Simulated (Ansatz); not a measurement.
Ta₂C: how the free axis answers a strain

Ta₂C, P-3m1, a = 3.110 Å, c = 4.942 Å. The structure is a COD entry; whether it is the stable form wasn't checked. Ansatz: r2SCAN, PAW, 500 eV, Γ-centred 18×18×10 mesh on 3 atoms, Gaussian smearing 0.10 eV; no spin polarisation. Series: uniaxial strain along c, with a, b and atoms relaxed; x is the strain in per cent. y is the change of a in per cent of 3.110 Å.

```tsv
x (%)	y (%)
-3.0	0.72
-2.0	?
-1.0	0.22
0.0	0.00
1.0	-0.22
2.0	-0.42
3.0	-0.61
```

**Question.** Fit y = c1 x + c2 x² to the other rows, say what c1 measures, and predict the missing y.

**Answer.** Least squares on the rows shown. y = −0.2216 x + 0.006015 x². So −c1 = 0.222 is Poisson's ratio for this pair of axes. At x = -2.0 the fit asked for gives 0.47 %. The run gave 0.46 %, so the fit is 0.01 % too high, a small miss on the scale of the series.

Spin–orbit coupling is left out, which can shift energies with elements as heavy as these.